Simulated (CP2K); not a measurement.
Runs of CP2K 2026.2 on Zn. It takes space group P6_3/mmc (No. 194, hexagonal). The conventional cell has a = 2.670 Å, b = 2.670 Å, c = 4.966 Å, α = 90.00°, β = 90.00°, γ = 120.00°. Zn (site symmetry -6m2) has 12 Zn at 2.67 to 2.92 Å as nearest neighbours. 

```csv
level,cutoff radius of the dispersion sum (A),D3 from the s-dftd3 library (D3_REFERENCE_CODE),cutoff of the non-local correlation (Ry),gap on the mesh (eV),pressure (GPa)
r2SCAN+D4,20,-,-,none,-6.9
r2SCAN+D3(BJ),20,yes,-,none,(a)
r2SCAN+D3(BJ)+ATM,20,yes,-,none,-7.4
r2SCAN,-,-,-,none,-5.9
r2SCAN+rVV10,-,-,300,none,-6.9
```

Alike in all rows: task single point; potentials or basis POTENTIAL_UZH Zn GTH-SCAN-q12; TZVP-MOLOPT-SCAN-GTH basis; no spin polarisation; cell as given; k mesh 11 × 11 × 6; smearing fermi-dirac 0.05 eV.

Fill in the values left out.

(a) -7.9.

Caveats: the basis of atomic orbitals isn't converged, which shifts pressures, moduli and gaps; pairwise dispersion overbinds metals, which lowers pressure and volume (some runs).

A gap of «none» marks a metal or a gap under the smearing width.
